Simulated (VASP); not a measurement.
# SnO2 (Pa-3) in VASP: a series of runs

One crystal, SnO2, is run at these levels: PBEsol; tasks: single point.

Everything below comes from runs of VASP 6.6.1. Logs are shortened: lines on timing, memory, paths and dates and some standing lists are left out, and cuts for length are marked.

### 1 The crystal as given

The structure is cubic, space group Pa-3 (No. 205). Conventional cell: a = 5.116 Å, b = 5.116 Å, c = 5.116 Å, α = 90.00°, β = 90.00°, γ = 90.00°. Sn (site symmetry -3) is surrounded by 6 O at 2.09 Å. O (site symmetry 3) is surrounded by 3 Sn at 2.09 Å.

Measurements of this composition are mostly on another form, of space group No. 136.

### 2 Single point, PBEsol

The input, INCAR:

```
SYSTEM = SnO2
PREC = Accurate
ENCUT = 520
EDIFF = 1E-6
ISMEAR = 0
SIGMA = 0.5
LREAL = .False.
LASPH = .True.
NELM = 100
ALGO = Normal
ISIF = 2
LWAVE = .False.
LCHARG = .False.
GGA = PS
```

The input, KPOINTS:

```
regular mesh
0
Gamma
  6 6 6
  0 0 0
```

The input, POSCAR:

```
SnO2
1.0
    5.1161500000      0.0000000000      0.0000000000
    0.0000000000      5.1161500000      0.0000000000
    0.0000000000      0.0000000000      5.1161500000
Sn O
4 8
Direct
    0.0000000000      0.5000000000      0.5000000000
    0.5000000000      0.5000000000      0.0000000000
    0.5000000000      0.0000000000      0.5000000000
    0.0000000000      0.0000000000      0.0000000000
    0.3391800000      0.1608200000      0.8391800000
    0.1608200000      0.8391800000      0.3391800000
    0.8391800000      0.3391800000      0.1608200000
    0.6608200000      0.6608200000      0.6608200000
    0.3391800000      0.3391800000      0.3391800000
    0.1608200000      0.6608200000      0.8391800000
    0.8391800000      0.1608200000      0.6608200000
    0.6608200000      0.8391800000      0.1608200000
```

Potentials or basis: VASP PAW PBE potentials, release 64 (Sn_d, O).

Command:

```bash
$ cat potpaw_PBE.64/Sn_d/POTCAR potpaw_PBE.64/O/POTCAR > POTCAR
$ mpirun -np 1 vasp_std > vasp.out
```

OUTCAR:

```text
SYSTEM = SnO2
   PREC = Accurate
   ENCUT = 520
   EDIFF = 1E-6
   ISMEAR = 0
   LREAL = .False.
   LASPH = .True.
   NELM = 100
   ISIF = 2
   GGA = PS

 ion  position               nearest neighbor table
   1  0.000  0.500  0.500-   6 2.09   7 2.09   8 2.09   9 2.09  10 2.09  11 2.09   2 3.62   3 3.62
                             4 3.62   2 3.62   4 3.62   3 3.62   4 3.62   4 3.62   2 3.62   3 3.62
   2  0.500  0.500  0.000-   5 2.09   7 2.09   8 2.09   9 2.09  10 2.09  12 2.09   1 3.62   3 3.62
                             4 3.62   1 3.62   3 3.62   3 3.62   4 3.62   3 3.62   1 3.62   4 3.62
   3  0.500  0.000  0.500-   5 2.09   6 2.09   8 2.09   9 2.09  11 2.09  12 2.09   1 3.62   2 3.62
                             4 3.62   2 3.62   4 3.62   1 3.62   2 3.62   2 3.62   1 3.62   4 3.62
   4  0.000  0.000  0.000-   5 2.09   6 2.09   7 2.09  10 2.09  11 2.09  12 2.09   1 3.62   2 3.62
                             3 3.62   1 3.62   3 3.62   1 3.62   2 3.62   1 3.62   2 3.62   3 3.62
   5  0.339  0.161  0.839-   2 2.09   3 2.09   4 2.09
   6  0.161  0.839  0.339-   1 2.09   3 2.09   4 2.09
   7  0.839  0.339  0.161-   1 2.09   2 2.09   4 2.09
   8  0.661  0.661  0.661-   1 2.09   2 2.09   3 2.09
   9  0.339  0.339  0.339-   1 2.09   2 2.09   3 2.09
  10  0.161  0.661  0.839-   1 2.09   2 2.09   4 2.09
  11  0.839  0.161  0.661-   1 2.09   3 2.09   4 2.09
  12  0.661  0.839  0.161-   2 2.09   3 2.09   4 2.09

  LATTYP: Found a simple cubic cell.
 ALAT       =     5.1161500000

  Lattice vectors:

 A1 = (   5.1161500000,   0.0000000000,   0.0000000000)
 A2 = (   0.0000000000,   5.1161500000,   0.0000000000)
 A3 = (   0.0000000000,   0.0000000000,   5.1161500000)

Analysis of symmetry for initial positions (statically):
=====================================================================
 Subroutine PRICEL returns:
 Original cell was already a primitive cell.

 Routine SETGRP: Setting up the symmetry group for a
 simple cubic supercell.

 Subroutine GETGRP returns: Found 24 space group operations
 (whereof  6 operations were pure point group operations)
 out of a pool of 48 trial point group operations.

The static configuration has the point symmetry S_6 .
 The point group associated with its full space group is T_h .

Analysis of symmetry for dynamics (positions and initial velocities):
=====================================================================
 Subroutine PRICEL returns:
 Original cell was already a primitive cell.

 Routine SETGRP: Setting up the symmetry group for a
 simple cubic supercell.

 Subroutine GETGRP returns: Found 24 space group operations
 (whereof  6 operations were pure point group operations)
 out of a pool of 48 trial point group operations.

The dynamic configuration has the point symmetry S_6 .
 The point group associated with its full space group is T_h .

 Subroutine INISYM returns: Found 24 space group operations
 (whereof  6 operations are pure point group operations),
 and found     1 'primitive' translations

----------------------------------------------------------------------------------------

                                     Primitive cell

  volume of cell :     133.9152

  direct lattice vectors                    reciprocal lattice vectors
     5.116150000  0.000000000  0.000000000     0.195459476  0.000000000  0.000000000
     0.000000000  5.116150000  0.000000000     0.000000000  0.195459476  0.000000000
     0.000000000  0.000000000  5.116150000     0.000000000  0.000000000  0.195459476

  length of vectors
     5.116150000  5.116150000  5.116150000     0.195459476  0.195459476  0.195459476

  position of ions in fractional coordinates (direct lattice)
     0.000000000  0.500000000  0.500000000
     0.500000000  0.500000000  0.000000000
     0.500000000  0.000000000  0.500000000
     0.000000000  0.000000000  0.000000000
     0.339180000  0.160820000  0.839180000
     0.160820000  0.839180000  0.339180000
     0.839180000  0.339180000  0.160820000
     0.660820000  0.660820000  0.660820000
     0.339180000  0.339180000  0.339180000
     0.160820000  0.660820000  0.839180000
     0.839180000  0.160820000  0.660820000
     0.660820000  0.839180000  0.160820000

  ion indices of the primitive-cell ions
   primitive index   ion index
                 1           1
                 2           2
                 3           3
                 4           4
                 5           5
                 6           6
                 7           7
                 8           8
                 9           9
                10          10
                11          11
                12          12

----------------------------------------------------------------------------------------

 KPOINTS: regular mesh

Automatic generation of k-mesh.
 Grid dimensions read from file:
 generate k-points for:    6    6    6

 Generating k-lattice:

  Cartesian coordinates                     Fractional coordinates (reciprocal lattice)
     0.032576579  0.000000000  0.000000000     0.166666667  0.000000000  0.000000000
     0.000000000  0.032576579  0.000000000     0.000000000  0.166666667  0.000000000
     0.000000000  0.000000000  0.032576579     0.000000000  0.000000000  0.166666667

  Length of vectors
     0.032576579  0.032576579  0.032576579

  Shift w.r.t. Gamma in fractional coordinates (k-lattice)
     0.000000000  0.000000000  0.000000000

 Subroutine IBZKPT returns following result:
 ===========================================

 Found     24 irreducible k-points:

 Following reciprocal coordinates:
            Coordinates               Weight
  0.000000  0.000000  0.000000      1.000000
  0.166667  0.000000  0.000000      6.000000
  0.333333  0.000000  0.000000      6.000000
  0.500000  0.000000  0.000000      3.000000
  0.166667  0.166667  0.000000     12.000000
  0.333333  0.166667  0.000000     12.000000
[... 16 lines left out ...]
  0.500000  0.500000  0.333333      6.000000
  0.500000  0.500000  0.500000      1.000000
   k-points           NKPTS =     24   k-points in BZ     NKDIM =     24   number of bands    NBANDS=     62
   number of dos      NEDOS =    301   number of ions     NIONS =     12
   total plane-waves  NPLWV =  64000
   dimension x,y,z NGX =    40 NGY =   40 NGZ =   40
   dimension x,y,z NGXF=    80 NGYF=   80 NGZF=   80
   ions per type =               4   8
   NGX,Y,Z   is equivalent  to a cutoff of  13.00, 13.00, 13.00 a.u.
   NGXF,Y,Z  is equivalent  to a cutoff of  26.00, 26.00, 26.00 a.u.
 SYSTEM =  SnO2
   PREC   = accura    normal or accurate (medium, high low for compatibility)
   ISTART =      0    job   : 0-new  1-cont  2-samecut
   ICHARG =      2    charge: 1-file 2-atom 10-const
   ISPIN  =      1    spin polarized calculation?
   LNONCOLLINEAR =      F non collinear calculations
   LSORBIT =      F    spin-orbit coupling
   LASPH  =      T    aspherical Exc in radial PAW
   ENCUT  =  520.0 eV  38.22 Ry    6.18 a.u.   9.51  9.51  9.51*2*pi/ulx,y,z
   NELM   =    100;   NELMIN=  2; NELMDL= -5     # of ELM steps
   EDIFF  = 0.1E-05   stopping-criterion for ELM
   LREAL  =      F    real-space projection
   EDIFFG = 0.1E-04   stopping-criterion for IOM
   NSW    =      0    number of steps for IOM
   IBRION =     -1    ionic relax: 0-MD 1-quasi-New 2-CG
   NFREE  =      0    steps in history (QN), initial steepest desc. (CG)
   ISIF   =      2    stress and relaxation
   ISYM   =      2    0-nonsym 1-usesym 2-fastsym
   POTIM  = 0.5000    time-step for ionic-motion
   TEBEG  =    0.0;   TEEND  =   0.0 temperature during run
   PSTRESS=    0.0 pullay stress
   NELECT =     104.0000    total number of electrons
   NUPDOWN=      -1.0000    fix difference up-down
   EMIN   =  10.00;   EMAX   =-10.00  energy-range for DOS
   EFERMI =   0.00;   METHOD = LEGACY
   ISMEAR =     0;   SIGMA  =   0.50  broadening in eV -4-tet -1-fermi 0-gaus
   EFERMI_NEDOS =   21; number of points for ismear=-14 and -15
   IALGO  =     38    algorithm
   IMIX   =      4    mixing-type and parameters
     AMIX     =   0.40;   BMIX     =  1.00
     AMIX_MAG =   1.60;   BMIX_MAG =  1.00
  volume/ion in A,a.u.               =      11.16        75.31
  Fermi-wavevector in a.u.,A,eV,Ry     =   1.504790  2.843642 30.808952  2.264394
  Thomas-Fermi vector in A             =   2.615724
   LORBIT       =      0    0 simple, 1 ext, 2 COOP (PROOUT), +10 PAW based schemes
   GGA     = PS    functional components
   LHFCALC =     F    Hartree Fock is set to
   AEXX    =    0.0000 exact exchange contribution
   IVDW    =     0    specifies the selected vdW correction
   LEPSILON=     F    determine dielectric tensor
   LRPA    =     F    only Hartree local field effects (RPA)
 non-spin polarized calculation
 Gauss-broadening in eV      SIGMA  =   0.50
  energy-cutoff  :      520.00
  volume of cell :      133.92
 maximum number of plane-waves:      3695
 NGX is ok and might be reduce to    40
   NGX = 19   NGY = 19   NGZ = 19

 number of electron     104.0000065 magnetization

 Free energy of the ion-electron system (eV)
  ---------------------------------------------------
  ext. energy  EPLUGINS =         0.00000000
  ---------------------------------------------------
  free energy    TOTEN  =       -78.37745624 eV

  energy without entropy =      -78.36701520  energy(sigma->0) =      -78.37223572

 E-fermi :   7.7590     XC(G=0): -12.0852

 val. band max:        7.6711568645   @ k =   0.0000   0.0000   0.0000
 cond. band min:       8.4423059781   @ k =   0.1667   0.0000   0.0000
 fundamental gap:      0.7711491136
 Fermi energy:         7.7589741180

 k-point     1 :       0.0000    0.0000    0.0000
  band No.  band energies     occupation
      1     -13.9020      2.00000
      2     -13.9020      2.00000
      3     -13.9020      2.00000
      4     -13.1069      2.00000
      5     -13.1069      2.00000
      6     -13.1069      2.00000
[... 1549 lines left out ...]
     61      17.9867      0.00000
     62      17.9867      0.00000

------------------------ aborting loop because EDIFF is reached ----------------------------------------

  FORCE on cell =-STRESS in cart. coord.  units (eV):
  Direction    XX          YY          ZZ          XY          YZ          ZX
  --------------------------------------------------------------------------------------
  -------------------------------------------------------------------------------------
  Total        0.2276150      0.2276150      0.2276150     -0.0000000     -0.0000000      0.0000000
  in kB        2.7232138      2.7232138      2.7232138     -0.0000000     -0.0000000      0.0000000
  external PRESSURE =       2.7232138 kB  Pullay stress =       0.0000000 kB

 VOLUME and BASIS-vectors are now :
 -----------------------------------------------------------------------------
  energy-cutoff  :      520.00
  volume of cell :      133.92
      direct lattice vectors                 reciprocal lattice vectors
     5.116150000  0.000000000  0.000000000     0.195459476  0.000000000  0.000000000
     0.000000000  5.116150000  0.000000000     0.000000000  0.195459476  0.000000000
     0.000000000  0.000000000  5.116150000     0.000000000  0.000000000  0.195459476

 POSITION                                       TOTAL-FORCE (eV/Angst)
 -----------------------------------------------------------------------------------
      0.00000      2.55808      2.55808         0.000000      0.000000     -0.000000
      2.55808      2.55808      0.00000         0.000000      0.000000     -0.000000
      2.55808      0.00000      2.55808         0.000000      0.000000     -0.000000
      0.00000      0.00000      0.00000         0.000000      0.000000     -0.000000
      1.73530      0.82278      4.29337         0.002313     -0.002313      0.002313
      0.82278      4.29337      1.73530        -0.002313      0.002313      0.002313
      4.29337      1.73530      0.82278         0.002313      0.002313     -0.002313
      3.38085      3.38085      3.38085        -0.002313     -0.002313     -0.002313
      1.73530      1.73530      1.73530         0.002313      0.002313      0.002313
      0.82278      3.38085      4.29337        -0.002313     -0.002313      0.002313
      4.29337      0.82278      3.38085         0.002313     -0.002313     -0.002313
      3.38085      4.29337      0.82278        -0.002313      0.002313     -0.002313
 -----------------------------------------------------------------------------------
    total drift:                                0.000000     -0.000000      0.000000

  FREE ENERGIE OF THE ION-ELECTRON SYSTEM (eV)
  ---------------------------------------------------
  free  energy   TOTEN  =       -78.3774562351 eV

  energy  without entropy=      -78.3670152044  energy(sigma->0) =      -78.37223572
```

Run time: 1.8 min. Hardware: 1 thread of AMD EPYC 9R45 (Zen 5), shared host; peak memory 0.29 GiB.

Results:

```yaml
Free_energy: -78.3775 eV
Pressure: 0.3 GPa
Largest_force: 0.004 eV/Å
Band_gap_on_the_k_mesh: 0.82 eV, indirect (least direct gap 0.90 eV)
```

Forces in eV/Å, atoms in the order of the input:
```
Sn   0.000  0.000  0.000
Sn   0.000  0.000  0.000
Sn   0.000  0.000  0.000
Sn   0.000  0.000  0.000
O    0.002 -0.002  0.002
O   -0.002  0.002  0.002
O    0.002  0.002 -0.002
O   -0.002 -0.002 -0.002
O    0.002  0.002  0.002
O   -0.002 -0.002  0.002
O    0.002 -0.002 -0.002
O   -0.002  0.002 -0.002
```

Levels at points of the mesh, in eV from the valence-band top:
```
           k point  band 50  band 51  band 52  band 53  band 54  band 55
(0.00, 0.00, 0.00)    -0.08    -0.08    -0.08     0.82     6.03     6.03
(0.50, 0.00, 0.00)    -0.48    -0.01    -0.01     3.90     3.90     5.07
(0.50, 0.50, 0.00)    -0.33    -0.33    -0.33     4.77     4.77     4.77
(0.50, 0.50, 0.50)    -0.65    -0.65    -0.65     5.28     5.28     5.28
```

Caveat: the PAW data sets were made with another functional, which shifts forces and pressure a little; spin-orbit coupling is left out, which moves the levels of the heavy elements. A k mesh can miss the band edges.

### 3 Single point, PBEsol

INCAR: that of step 2 with these lines changed.

```diff
@@ -2,6 +2,6 @@
 PREC = Accurate
-ENCUT = 520
+ENCUT = 700
 EDIFF = 1E-6
 ISMEAR = 0
-SIGMA = 0.5
+SIGMA = 0.02
 LREAL = .False.
```

KPOINTS is that of step 2.

POSCAR is that of step 2.

Potentials or basis: VASP PAW PBE potentials, release 64 (Sn_d, O).

Command:

```bash
$ cat potpaw_PBE.64/Sn_d/POTCAR potpaw_PBE.64/O/POTCAR > POTCAR
$ mpirun -np 1 vasp_std > vasp.out
```

Wall time 3.3 min (1 thread of AMD EPYC 9R45 (Zen 5), shared host); peak memory 0.41 GiB.

It converged, with:

| Item | Value |
| --- | --- |
| Free energy | -78.4124 eV |
| Pressure | 0.0 GPa |
| Largest force | 0.004 eV/Å |
| Band gap on the k mesh | 0.82 eV, indirect (least direct gap 0.90 eV) |

Forces in eV/Å, atoms in the order of the input:
```
Sn   0.000  0.000  0.000
Sn   0.000  0.000  0.000
Sn   0.000  0.000  0.000
Sn   0.000  0.000  0.000
O    0.002 -0.002  0.002
O   -0.002  0.002  0.002
O    0.002  0.002 -0.002
O   -0.002 -0.002 -0.002
O    0.002  0.002  0.002
O   -0.002 -0.002  0.002
O    0.002 -0.002 -0.002
O   -0.002  0.002 -0.002
```

Levels at points of the mesh, in eV from the valence-band top:
```
           k point  band 50  band 51  band 52  band 53  band 54  band 55
(0.00, 0.00, 0.00)    -0.08    -0.08    -0.08     0.82     6.03     6.03
(0.50, 0.00, 0.00)    -0.48    -0.01    -0.01     3.90     3.90     5.07
(0.50, 0.50, 0.00)    -0.33    -0.33    -0.33     4.77     4.77     4.77
(0.50, 0.50, 0.50)    -0.65    -0.65    -0.65     5.28     5.28     5.28
```

Caveat: the PAW data sets were made with another functional, which shifts forces and pressure a little; spin-orbit coupling is left out, which moves the levels of the heavy elements.
